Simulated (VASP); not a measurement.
# BN: how numerical settings change the zone-centre modes, part 2 of 3

Aim: test the modes of BN against the numerical settings. The starting structure is a measured crystal structure from the Crystallography Open Database.

VASP 6.6.1.

## (2) Reference modes (continued)

Level of this step: LDA; plane waves and PAW (N, B) (VASP).

OUTCAR, selected parts (step 2):

```text
ion  position               nearest neighbor table
   1  0.667  0.333  0.250-   4 1.44   4 1.44   4 1.44
   2  0.333  0.667  0.750-   3 1.44   3 1.44   3 1.44
   3  0.667  0.333  0.750-   2 1.44   2 1.44   2 1.44
   4  0.333  0.667  0.250-   1 1.44   1 1.44   1 1.44

  LATTYP: Found a hexagonal cell.
 ALAT       =     2.4906736249
 C/A-ratio  =     2.5941024726

 Subroutine GETGRP returns: Found 24 space group operations
 (whereof 12 operations were pure point group operations)

The static configuration has the point symmetry D_3d.
 The point group associated with its full space group is D_6h.

 Found     96 irreducible k-points:

   k-points           NKPTS =     96   k-points in BZ     NKDIM =     96   number of bands    NBANDS=     14

   dimension x,y,z NGX =    20 NGY =   20 NGZ =   48
   dimension x,y,z NGXF=    40 NGYF=   40 NGZF=   96

   ENCUT  =  520.0 eV  38.22 Ry    6.18 a.u.   4.63  4.63 12.01*2*pi/ulx,y,z

   NELECT =      16.0000    total number of electrons

 k-points in reciprocal lattice and weights: Automatic mesh
   0.00000000  0.00000000  0.00000000       0.001
   0.07142857 -0.00000000  0.00000000       0.005
   0.14285714 -0.00000000  0.00000000       0.005
   0.21428571 -0.00000000  0.00000000       0.005
   0.28571429 -0.00000000  0.00000000       0.005
   0.35714286 -0.00000000  0.00000000       0.005
   0.42857143 -0.00000000  0.00000000       0.005
   0.50000000 -0.00000000  0.00000000       0.003
   0.07142857  0.07142857  0.00000000       0.005
[...]
0.28571429  0.28571429  0.50000000       0.005
   0.35714286  0.28571429  0.50000000       0.005

 average (electrostatic) potential at core
       1 -64.4330       2 -64.4330       3 -33.8473       4 -33.8473

  Total       -0.0006038     -0.0006038     -0.0067159     -0.0000000      0.0000000      0.0000000
  in kB       -0.0278678     -0.0278678     -0.3099889     -0.0000000      0.0000000      0.0000000
  external PRESSURE =      -0.1219082 kB  Pullay stress =       0.0000000 kB

  energy-cutoff  :      520.00
  volume of cell :       34.71
      direct lattice vectors                 reciprocal lattice vectors
     2.490673625  0.000000000  0.000000000     0.401497808  0.231804867  0.000000000
    -1.245336812  2.156986632  0.000000000     0.000000000  0.463609735  0.000000000
     0.000000000  0.000000000  6.461062609     0.000000000  0.000000000  0.154773303

 POSITION                                       TOTAL-FORCE (eV/Angst)
 -----------------------------------------------------------------------------------
      1.24534      0.71900      1.61527        -0.000000      0.000000      0.000000
     -0.00000      1.43799      4.84580         0.000000     -0.000000      0.000000
      1.24534      0.71900      4.84580         0.000000      0.000000      0.000000
     -0.00000      1.43799      1.61527        -0.000000      0.000000      0.000000
 -----------------------------------------------------------------------------------
    total drift:                               -0.000000      0.000000     -0.000000

 MACROSCOPIC STATIC DIELECTRIC TENSOR (including local field effects in DFT)
 ------------------------------------------------------
           4.921641     0.000000     0.000000
           0.000000     4.921641    -0.000000
           0.000000     0.000000     2.886027
 ------------------------------------------------------

 PIEZOELECTRIC TENSOR (including local field effects)  for field in x, y, z        (C/m^2)
          XX          YY          ZZ          XY          YZ          ZX
  --------------------------------------------------------------------------------
  x     0.00000     0.00000     0.00000     0.00000     0.00000     0.00000
  y     0.00000     0.00000     0.00000     0.00000     0.00000     0.00000
  z     0.00000     0.00000     0.00000     0.00000     0.00000     0.00000

 BORN EFFECTIVE CHARGES (including local field effects) (in |e|, cummulative output)
 ---------------------------------------------------------------------------------
 ion    1
    1    -2.70566    -0.00000     0.00000
    2    -0.00000    -2.70566     0.00000
    3     0.00000     0.00000    -0.82082
 ion    2
    1    -2.70566    -0.00000     0.00000
    2    -0.00000    -2.70566     0.00000
    3     0.00000     0.00000    -0.82082
 ion    3
    1     2.70566     0.00000     0.00000
    2     0.00000     2.70566     0.00000
    3    -0.00000     0.00000     0.82082
 ion    4
    1     2.70566     0.00000     0.00000
    2     0.00000     2.70566     0.00000
    3    -0.00000     0.00000     0.82082

 Eigenvectors and eigenvalues of the dynamical matrix
 ----------------------------------------------------

   1 f  =   41.328824 THz   259.676662 2PiTHz 1378.581189 cm-1   170.922207 meV
             X         Y         Z           dx          dy          dz
      1.245337  0.718996  1.615266    -0.327891   -0.332689    0.000000
     -0.000000  1.437991  4.845797     0.327891    0.332689   -0.000000
      1.245337  0.718996  4.845797    -0.372634   -0.378087   -0.000000
     -0.000000  1.437991  1.615266     0.372634    0.378087   -0.000000

   2 f  =   41.328824 THz   259.676662 2PiTHz 1378.581189 cm-1   170.922207 meV
             X         Y         Z           dx          dy          dz
      1.245337  0.718996  1.615266    -0.332689    0.327891   -0.000000
     -0.000000  1.437991  4.845797     0.332689   -0.327891   -0.000000
      1.245337  0.718996  4.845797    -0.378087    0.372634   -0.000000
     -0.000000  1.437991  1.615266     0.378087   -0.372634   -0.000000

   3 f  =   41.323367 THz   259.642375 2PiTHz 1378.399167 cm-1   170.899639 meV
             X         Y         Z           dx          dy          dz
      1.245337  0.718996  1.615266    -0.327616   -0.332409    0.000000
     -0.000000  1.437991  4.845797    -0.327616   -0.332409    0.000000
      1.245337  0.718996  4.845797     0.372877    0.378332   -0.000000
     -0.000000  1.437991  1.615266     0.372877    0.378332    0.000000

   4 f  =   41.323367 THz   259.642375 2PiTHz 1378.399167 cm-1   170.899639 meV
             X         Y         Z           dx          dy          dz
      1.245337  0.718996  1.615266     0.332409   -0.327616    0.000000
     -0.000000  1.437991  4.845797     0.332409   -0.327616   -0.000000
      1.245337  0.718996  4.845797    -0.378332    0.372877    0.000000
     -0.000000  1.437991  1.615266    -0.378332    0.372877   -0.000000

   5 f  =   24.313841 THz   152.768370 2PiTHz  811.022444 cm-1   100.553922 meV
             X         Y         Z           dx          dy          dz
      1.245337  0.718996  1.615266     0.000000   -0.000000   -0.469211
     -0.000000  1.437991  4.845797    -0.000000    0.000000    0.469211
      1.245337  0.718996  4.845797    -0.000000    0.000000   -0.529000
     -0.000000  1.437991  1.615266     0.000000   -0.000000    0.529000

   6 f  =   22.484785 THz   141.276072 2PiTHz  750.011703 cm-1    92.989558 meV
             X         Y         Z           dx          dy          dz
      1.245337  0.718996  1.615266     0.000000   -0.000000    0.466832
     -0.000000  1.437991  4.845797    -0.000000    0.000000    0.466832
      1.245337  0.718996  4.845797    -0.000000    0.000000   -0.531101
     -0.000000  1.437991  1.615266     0.000000    0.000000   -0.531101

   7 f  =    3.461579 THz    21.749745 2PiTHz  115.465863 cm-1    14.315936 meV
             X         Y         Z           dx          dy          dz
      1.245337  0.718996  1.615266     0.000000    0.000000    0.529000
     -0.000000  1.437991  4.845797    -0.000000   -0.000000   -0.529000
      1.245337  0.718996  4.845797    -0.000000   -0.000000   -0.469211
     -0.000000  1.437991  1.615266     0.000000    0.000000    0.469211

   8 f  =    1.554818 THz     9.769210 2PiTHz   51.863146 cm-1     6.430208 meV
             X         Y         Z           dx          dy          dz
      1.245337  0.718996  1.615266     0.371536    0.379166   -0.000000
     -0.000000  1.437991  4.845797    -0.371536   -0.379166   -0.000000
      1.245337  0.718996  4.845797    -0.326924   -0.333638   -0.000000
     -0.000000  1.437991  1.615266     0.326924    0.333638   -0.000000

   9 f  =    1.554818 THz     9.769210 2PiTHz   51.863146 cm-1     6.430208 meV
             X         Y         Z           dx          dy          dz
      1.245337  0.718996  1.615266    -0.379166    0.371536    0.000000
     -0.000000  1.437991  4.845797     0.379166   -0.371536    0.000000
      1.245337  0.718996  4.845797     0.333638   -0.326924    0.000000
     -0.000000  1.437991  1.615266    -0.333638    0.326924    0.000000

  10 f/i=    0.002509 THz     0.015767 2PiTHz    0.083707 cm-1     0.010378 meV
             X         Y         Z           dx          dy          dz
      1.245337  0.718996  1.615266     0.059328   -0.527875   -0.000000
     -0.000000  1.437991  4.845797     0.059328   -0.527875   -0.000000
      1.245337  0.718996  4.845797     0.052127   -0.463801   -0.000000
     -0.000000  1.437991  1.615266     0.052127   -0.463801   -0.000000

  11 f/i=    0.002509 THz     0.015767 2PiTHz    0.083707 cm-1     0.010378 meV
             X         Y         Z           dx          dy          dz
      1.245337  0.718996  1.615266     0.527875    0.059328   -0.000000
     -0.000000  1.437991  4.845797     0.527875    0.059328   -0.000000
      1.245337  0.718996  4.845797     0.463801    0.052127   -0.000000
     -0.000000  1.437991  1.615266     0.463801    0.052127   -0.000000

  12 f/i=    0.003333 THz     0.020944 2PiTHz    0.111186 cm-1     0.013785 meV
             X         Y         Z           dx          dy          dz
      1.245337  0.718996  1.615266    -0.000000   -0.000000   -0.531101
     -0.000000  1.437991  4.845797    -0.000000   -0.000000   -0.531101
      1.245337  0.718996  4.845797    -0.000000   -0.000000   -0.466832
     -0.000000  1.437991  1.615266    -0.000000   -0.000000   -0.466832

 MACROSCOPIC STATIC DIELECTRIC TENSOR IONIC CONTRIBUTION
 ------------------------------------------------------
           1.790723     0.000000    -0.000000
           0.000000     1.790723    -0.000000
          -0.000000    -0.000000     0.556630
 ------------------------------------------------------

 ELASTIC MODULI CONTR FROM IONIC RELAXATION (kBar)
 Direction    XX          YY          ZZ          XY          YZ          ZX
 --------------------------------------------------------------------------------
 XX        -450.5705    450.5705     -0.0000     -0.0000     -0.0000     -0.0000
 YY         450.5705   -450.5705      0.0000     -0.0000      0.0000      0.0000
 ZZ          -0.0000      0.0000     -0.0000     -0.0000     -0.0000     -0.0000
 XY          -0.0000     -0.0000     -0.0000   -450.5705      0.0000      0.0000
 YZ          -0.0000      0.0000     -0.0000      0.0000     -0.0000     -0.0000
 ZX          -0.0000      0.0000     -0.0000      0.0000     -0.0000     -0.0000
 --------------------------------------------------------------------------------

 PIEZOELECTRIC TENSOR IONIC CONTR  for field in x, y, z        (C/m^2)
          XX          YY          ZZ          XY          YZ          ZX
  --------------------------------------------------------------------------------
  x    -0.00000     0.00000    -0.00000    -0.00000    -0.00000    -0.00000
  y    -0.00000     0.00000     0.00000     0.00000     0.00000     0.00000
  z    -0.00000     0.00000     0.00000    -0.00000     0.00000     0.00000
```

Energies printed during the response cycles are not total energies of the cell.

Reference: the zone-centre modes are B1g (2) 811.0, A2u 750.0, B1g (1) 115.5, E2g 51.9 cm⁻¹ (levels within 1 cm⁻¹ of another are left out).

## (3) Modes with an 8×8×3 mesh

Against step 2 the input has an 8×8×3 mesh.

The input, INCAR:

```
SYSTEM = BN
PREC = Accurate
ENCUT = 520
EDIFF = 1E-08
NELM = 100
ISMEAR = 0
SIGMA = 0.03
LREAL = .FALSE.
ALGO = Normal
GGA = CA
NBANDS = 14
LORBIT = 11
LWAVE = .FALSE.
LCHARG = .FALSE.
KPAR = 8
IBRION = 8
LEPSILON = .TRUE.
LPEAD = .TRUE.
ISIF = 2
```

The input, POSCAR:

```
BN
1.0
    2.4906736249      0.0000000000      0.0000000000
   -1.2453368124      2.1569866317      0.0000000000
    0.0000000000      0.0000000000      6.4610626087
N B
2 2
Direct
    0.6666666667      0.3333333333      0.2500000000
    0.3333333333      0.6666666667      0.7500000000
    0.6666666667      0.3333333333      0.7500000000
    0.3333333333      0.6666666667      0.2500000000
```

The input, KPOINTS:

```
Automatic mesh
0
Gamma
8 8 3
0 0 0
```

The projector-augmented-wave data sets are N and B (LDA family, release 64).

Command:

```
> mpirun -np 8 vasp_std
```

Output:

```text
[banner, memory and clock lines left out]
running    8 mpi-ranks, on    1 nodes
[...]
[... a notice as in an earlier step ...]

 LDA part: xc-table for (Slater(with rela. corr.)+CA(PZ))
 , standard interpolation
 POSCAR, INCAR and KPOINTS ok, starting setup
[...]
entering main loop
       N       E                     dE             d eps       ncg     rms          rms(c)
DAV:   1     0.520751213675E+02    0.52075E+02   -0.82375E+03   560   0.106E+03
DAV:   2    -0.390612153897E+02   -0.91136E+02   -0.82853E+02   804   0.229E+02
DAV:   3    -0.426010317462E+02   -0.35398E+01   -0.35225E+01   734   0.464E+01
DAV:   4    -0.426230334836E+02   -0.22002E-01   -0.21994E-01   662   0.416E+00
[...]
DAV:  12    -0.385805596153E+02    0.79749E-06   -0.71069E-06   662   0.205E-02    0.124E-03
DAV:  13    -0.385805595937E+02    0.21547E-07   -0.36363E-07   680   0.435E-03    0.338E-04
DAV:  14    -0.385805595986E+02   -0.48537E-08   -0.33727E-09   496   0.495E-04
   1 F= -.38580560E+02 E0= -.38580560E+02  d E =-.955654E-13
[...]
RMM:  13    -0.421541996560E-01    0.25646E-07    0.17051E-06  1890   0.629E-06    0.498E-08
 first order change of Fermi-energy  -0.72602E-04
 force on displaced ion       3 direction 1 : -42.621   0.002   0.000
 Born effective charge ion    3 direction 1 :   2.704   0.007   0.000
 Linear response progress:
  Degree of freedom:   4/  4
       N       E                     dE             d eps       ncg     rms          rms(c)
RMM:   1    -0.473198586820E-01   -0.47320E-01    0.43988E-02  1405   0.134E+00
RMM:   2    -0.476134087522E-01   -0.29355E-03   -0.58475E-04  1115   0.170E-01    0.146E-01
RMM:   3    -0.473637572714E-01    0.24965E-03   -0.52024E-05  1058   0.508E-02    0.865E-02
RMM:   4    -0.472993389434E-01    0.64418E-04   -0.64215E-05  1111   0.526E-02    0.761E-03
[...]
RMM:  10    -0.472279840273E-01   -0.43024E-07   -0.74971E-09  1280   0.178E-05    0.196E-06
RMM:  11    -0.472279726537E-01    0.11374E-07   -0.24991E-09  1154   0.568E-06    0.454E-07
RMM:  12    -0.472280070783E-01   -0.34425E-07    0.85694E-10   811   0.373E-06    0.978E-08
 first order change of Fermi-energy  -0.10927E-03
 force on displaced ion       3 direction 3 :   0.000  -0.000 -13.748
 Born effective charge ion    3 direction 3 :   0.000   0.000   0.821
 Born effective charges drift removed
 Linear response finished
```

It took 25 s on 8 MPI ranks of AMD EPYC 9R45, shared host; peak memory 1.9 GiB; 2.5 min of CPU time.

Parts of OUTCAR (step 3):

```text
  Total       -0.0004402     -0.0004402     -0.0068534     -0.0000000     -0.0000000     -0.0000000
  in kB       -0.0203190     -0.0203190     -0.3163345     -0.0000000     -0.0000000     -0.0000000
  external PRESSURE =      -0.1189908 kB  Pullay stress =       0.0000000 kB

 POSITION                                       TOTAL-FORCE (eV/Angst)
 -----------------------------------------------------------------------------------
      1.24534      0.71900      1.61527        -0.000000      0.000000      0.000000
     -0.00000      1.43799      4.84580         0.000000      0.000000      0.000000
      1.24534      0.71900      4.84580         0.000000      0.000000      0.000000
     -0.00000      1.43799      1.61527        -0.000000     -0.000000      0.000000
 -----------------------------------------------------------------------------------
    total drift:                               -0.000000      0.000000     -0.000000

 MACROSCOPIC STATIC DIELECTRIC TENSOR (including local field effects in DFT)
 ------------------------------------------------------
           4.891338     0.000000     0.000000
           0.000000     4.891338     0.000000
           0.000000    -0.000000     2.881697
 ------------------------------------------------------

 MACROSCOPIC STATIC DIELECTRIC TENSOR IONIC CONTRIBUTION
 ------------------------------------------------------
           1.788536     0.000000     0.000000
           0.000000     1.788536     0.000000
           0.000000     0.000000     0.556537
 ------------------------------------------------------

[... 1 part as in an earlier step ...]

[... 1 further part left out ...]
```

With an 8×8×3 mesh the compared modes are B1g (2) 811.0, A2u 750.0, B1g (1) 117.6, E2g 52.4 cm⁻¹; the largest shift among the levels compared is +2.1 cm⁻¹, in B1g (1), from the reference.

## (4) Modes with a cutoff of 400 eV

Against step 2 the input has ENCUT = 400.

INCAR: that of step 3 with these lines changed.

```diff
@@ -2,3 +2,3 @@
 PREC = Accurate
-ENCUT = 520
+ENCUT = 400
 EDIFF = 1E-08
```

POSCAR is that of step 3.

The input, KPOINTS:

```
Automatic mesh
0
Gamma
14 14 6
0 0 0
```

Command:

```
> mpirun -np 8 vasp_std
```

Output:

```text
[... set-up lines as in an earlier step ...]
 entering main loop
       N       E                     dE             d eps       ncg     rms          rms(c)
DAV:   1     0.340158038545E+02    0.34016E+02   -0.71415E+03  2720   0.859E+02
DAV:   2    -0.399293323754E+02   -0.73945E+02   -0.67321E+02  3704   0.203E+02
DAV:   3    -0.425547404937E+02   -0.26254E+01   -0.26157E+01  3504   0.389E+01
DAV:   4    -0.425711935542E+02   -0.16453E-01   -0.16450E-01  3144   0.341E+00
[...]
DAV:  12    -0.385758659264E+02    0.49068E-06   -0.58886E-06  3168   0.186E-02    0.129E-03
DAV:  13    -0.385758659066E+02    0.19787E-07   -0.33783E-07  3312   0.406E-03    0.511E-04
DAV:  14    -0.385758659094E+02   -0.27865E-08   -0.38970E-09  2346   0.520E-04
   1 F= -.38575866E+02 E0= -.38575866E+02  d E =-.712812E-15
 Linear response reoptimize wavefunctions to high precision
DAV:   1    -0.385758659098E+02   -0.47544E-09   -0.36105E-10  2334   0.160E-04
DAV:   2    -0.385758659099E+02   -0.20236E-10   -0.38079E-11  1626   0.515E-05
 Linear response to external field (no local field effect), progress :
[...]
RMM:  12    -0.420380304574E-01    0.50854E-07   -0.22308E-09 11966   0.424E-06    0.905E-08
 first order change of Fermi-energy  -0.18781E-04
 force on displaced ion       3 direction 1 : -42.653   0.000   0.000
 Born effective charge ion    3 direction 1 :   2.707   0.000   0.000
 Linear response progress:
  Degree of freedom:   4/  4
       N       E                     dE             d eps       ncg     rms          rms(c)
RMM:   1    -0.472646508679E-01   -0.47265E-01    0.43493E-02  7389   0.129E+00
RMM:   2    -0.475336944945E-01   -0.26904E-03   -0.52504E-04  5676   0.162E-01    0.146E-01
RMM:   3    -0.472786441458E-01    0.25505E-03    0.62474E-05  5545   0.490E-02    0.865E-02
RMM:   4    -0.472052726477E-01    0.73371E-04    0.14175E-04  5660   0.518E-02    0.761E-03
[...]
RMM:  10    -0.471551654652E-01    0.12145E-06    0.20306E-08  6597   0.191E-05    0.188E-06
RMM:  11    -0.471553067933E-01   -0.14133E-06    0.17625E-08  5904   0.504E-06    0.557E-07
RMM:  12    -0.471552595592E-01    0.47234E-07    0.98531E-10  3881   0.279E-06    0.966E-08
 first order change of Fermi-energy   0.57281E-03
 force on displaced ion       3 direction 3 :   0.000  -0.000 -13.727
 Born effective charge ion    3 direction 3 :   0.000   0.000   0.821
 Born effective charges drift removed
 Linear response finished
```

It took 53 s on 8 MPI ranks; peak memory 3.7 GiB; 5.6 min of CPU time.

Parts of OUTCAR (step 4):

```text
  Total       -0.8764121     -0.8764121     -0.9603724     -0.0000000      0.0000000      0.0000000
  in kB      -40.4530005    -40.4530005    -44.3283978     -0.0000000      0.0000000      0.0000000
  external PRESSURE =     -41.7447996 kB  Pullay stress =       0.0000000 kB

 POSITION                                       TOTAL-FORCE (eV/Angst)
 -----------------------------------------------------------------------------------
      1.24534      0.71900      1.61527        -0.000000      0.000000      0.000000
     -0.00000      1.43799      4.84580        -0.000000     -0.000000      0.000000
      1.24534      0.71900      4.84580        -0.000000      0.000000      0.000000
     -0.00000      1.43799      1.61527         0.000000      0.000000      0.000000
 -----------------------------------------------------------------------------------
    total drift:                               -0.000000      0.000000     -0.000000

 MACROSCOPIC STATIC DIELECTRIC TENSOR (including local field effects in DFT)
 ------------------------------------------------------
           4.921282     0.000000     0.000000
           0.000000     4.921282     0.000000
           0.000000     0.000000     2.886123
 ------------------------------------------------------

 MACROSCOPIC STATIC DIELECTRIC TENSOR IONIC CONTRIBUTION
 ------------------------------------------------------
           1.790153     0.000000    -0.000000
           0.000000     1.790153     0.000000
          -0.000000     0.000000     0.557584
 ------------------------------------------------------

[... 1 part as in an earlier step ...]

[... 1 further part left out ...]
```

With a cutoff of 400 eV the compared modes are B1g (2) 810.6, A2u 749.3, B1g (1) 114.1, E2g 51.2 cm⁻¹; the largest shift among the levels compared is -1.4 cm⁻¹, in B1g (1), from the reference.

(Part 2 of 3 ends here.)

[Lines on the potential files, build, host, timing and source positions are cut from VASP's logs without a mark.]

[Logs are printed without paths, hosts, clocks, repeated set-up lines and the standing remarks that a program may print on its own settings, such as how far it seeks lower states.]

[Hosts, paths, dates, database ids (printed as entryN), source tags and the programs' standing remarks are cut or masked in the printed files.]
